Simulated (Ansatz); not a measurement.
# Ir under changes of volume

One of the cells (14.059 Å³/atom); the others are scaled copies at fixed shape and fractional positions:

```xyz
1
Lattice="0.0000 1.9156 1.9156 1.9156 0.0000 1.9156 1.9156 1.9156 0.0000" Properties=species:S:1:pos:R:3 pbc="T T T"
Ir    0.0000    0.0000    0.0000
```

```yaml
Program: Ansatz 0.2.0
Functional: r2SCAN
Potentials_or_basis: Ansatz PAW
Cutoff: "500 eV (not typed: the program's choice for these potentials)"
k_mesh: 12 × 12 × 12
Occupations: fermi-dirac, width 0.05 eV
Spin: no spin polarisation
```

```csv
volume (Å³/atom),energy over the lowest point (meV/atom),pressure (GPa)
13.215,89.08,32.1
13.496,42.36,21.4
13.778,?,?
14.059,0.00,3.5
14.340,0.61,-4.0
14.621,13.56,-10.6
14.902,37.46,-16.4
```

Task: What does the run at 13.778 Å³/atom give?

Result: Energy over the lowest point 13.34 meV/atom; pressure 11.9 GPa.

Worked out: A Birch-Murnaghan fit of order 3 (a polynomial in V^(-2/3)) to the other rows has its minimum at 14.19 Å³/atom with B0 = V·E''(V) = 379 GPa and B' = 5.1. It gives 13.27 meV/atom at 13.778 Å³/atom, against the run's 13.34, and -dE/dV = 11.9 GPa, against 11.9.

Energies are extrapolated to zero smearing.

Caveats: the PAW data sets come from PBE, with cores solved anew for the run's functional, which leaves a small shift of forces and pressure.
